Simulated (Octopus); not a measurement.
The system is KF.

```
CELL_PARAMETERS angstrom
3.25895 0.00000 0.00000
0.00000 3.25895 0.00000
0.00000 0.00000 3.25895
ATOMIC_POSITIONS crystal
K 0.00000 0.00000 0.00000
F 0.50000 0.50000 0.50000
```

The cell comes from a database or a generator and needn't be the stable form of this composition.

| Quantity | Value |
| --- | --- |
| Program | Octopus 16.4 |
| Task | single point |
| Functional | PBE |
| Potentials or basis | pseudodojo_pbe (PseudoDojo 0.5, PBE) |
| Grid spacing | 0.116 Å |
| k mesh | 8 × 8 × 8 |
| Occupations | fermi-dirac, width 0.05 eV |
| Spin | no spin polarisation |

On this cell: largest force zero by symmetry; band gap on the k mesh 6.29 eV, indirect (least direct gap 6.34 eV).

The same run follows on a disturbed copy (atoms moved at random, drawn with an rms of 0.05 Å):

```
K F
1.0
     3.25895    0.00000    0.00000
     0.00000    3.25895    0.00000
     0.00000    0.00000    3.25895
K F
1 1
Direct
  0.99886 0.00911 0.98961
  0.50522 0.49190 0.48728
```

Task: What changes?

Result: The energy moves by +0.6 meV/atom; largest force 0.044 eV/Å; band gap on the k mesh 6.29 eV, indirect (least direct gap 6.34 eV).

Forces in eV/Å, atoms in the order of the input:
```
K    0.015 -0.041 -0.005
F   -0.015  0.041  0.005
```

A k mesh can miss the band edges.
